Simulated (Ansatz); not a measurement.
Input and command of a calculation in Ansatz (plane waves; scalar-relativistic PAW potentials unless the input names others):

```yaml
crystal:
  lattice:
    - [0.0, 2.237191765, 2.237191765]
    - [2.237191765, 0.0, 2.237191765]
    - [2.237191765, 2.237191765, 0.0]
  atoms:
    - { symbol: Sc, position: [0.0, 0.0, 0.0] }
basis:
  ecutwfc: "30 meV"
kpoints:
  mp_grid: { grid: [16, 16, 16] }
hamiltonian:
  xc: pbe
scf:
  occupations: { method: gaussian, width: 0.1 }
  max_iter: 80
output:
  forces: true
  eigenvalues: true
  stress: true
```

```bash
ansatz run input.yaml --threads 1 --pin off --max-ram 1331MiB --backend cpu --events-out ev --progress --plain --runs-dir out
```

Task: What will the program do with this input?

Result: The program refuses it, because of a cutoff in the wrong unit (basis.ecutwfc: 420 → "30 meV"). With the sound run's settings it is accepted.

Abridged log:
```
Error: inconsistent input (basis.ecutwfc, kpoints): the smallest per-k basis holds n_pw = 0 plane waves (k-point 1, counted from 0 among those solved) but the deck needs at least 7 band(s) per channel, and no run solves more bands than the smallest per-k basis has plane waves; raise basis.ecutwfc until the smallest per-k basis, which caps the automatic band count, holds at least 7 plane waves
```